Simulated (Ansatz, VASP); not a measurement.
## GaSb in VASP and in Ansatz

The input INCAR:

```
PREC = Accurate ; ENCUT = 520
EDIFF = 1E-7 ; ISMEAR = -1
SIGMA = 0.05 ; LREAL = False
LASPH = True ; NELM = 100
ALGO = Normal ; ISIF = 2
LWAVE = False ; LCHARG = False
GGA = PE ; NBANDS = 16
```

The input KPOINTS:

```
Automatic mesh
0
Gamma
  10 10 10
```

POSCAR

```
GaSb
1.0
   -2.7534340000      2.7534340000      1.5907070000
    2.7534340000     -2.7534340000      1.5907070000
    2.7534340000      2.7534340000     -1.5907070000
Sb Ga
1 1
Direct
    0.0000000000      0.0000000000      0.0000000000
    0.7500000000      0.2500000000      0.5000000000
```

Contents of input.yaml:

```yaml
crystal:
  lattice:
    - [-2.753434, 2.753434, 1.590707]
    - [2.753434, -2.753434, 1.590707]
    - [2.753434, 2.753434, -1.590707]
  atoms:
    - { symbol: Sb, position: [0.0, 0.0, 0.0] }
    - { symbol: Ga, position: [0.75, 0.25, 0.5] }
hamiltonian:
  xc: pbe
  pseudopotentials: { kind: paw }
kpoints:
  mp_grid: { grid: [10, 10, 10] }
scf:
  occupations: { method: fermi_dirac, width: 0.05 }
output:
  forces: true
  stress: true
  eigenvalues: true
  write_density: true
  write_potential: true
  elf: true
  volumetric_format: npy
```

Measurements of this composition are mostly on another form, of space group No. 216.

Alike in both runs: task single point; functional PBE; k mesh 10 × 10 × 10; occupations fermi-dirac, width 0.05 eV; no spin polarisation.

|  | VASP | Ansatz |
| --- | --- | --- |
| version | VASP 6.6.1 | Ansatz 0.2.0 |
| potentials or method | VASP PAW PBE potentials, release 64 (Sb, Ga_d) | Ansatz PAW |
| plane-wave cutoff (eV) | 520 | 420 |
| valence electrons in the cell | 18 | 28 |

VASP gave:

| Property | Result |
| --- | --- |
| gap on the k mesh at the Fermi level (eV) | none |
| pressure (GPa) | 0.2 |
| largest component of the traceless stress (GPa) | 0.65 |

Task: Estimate Ansatz's values.

Result: gap on the k mesh at the Fermi level (eV): none; pressure (GPa): 0.1; largest component of the traceless stress (GPa): 0.60.

A gap of «none» marks a metal or a gap that the smearing closes. The two sets of potentials don't hold the same shells in valence.

Spin-orbit coupling is left out, which matters for the levels of Sb.
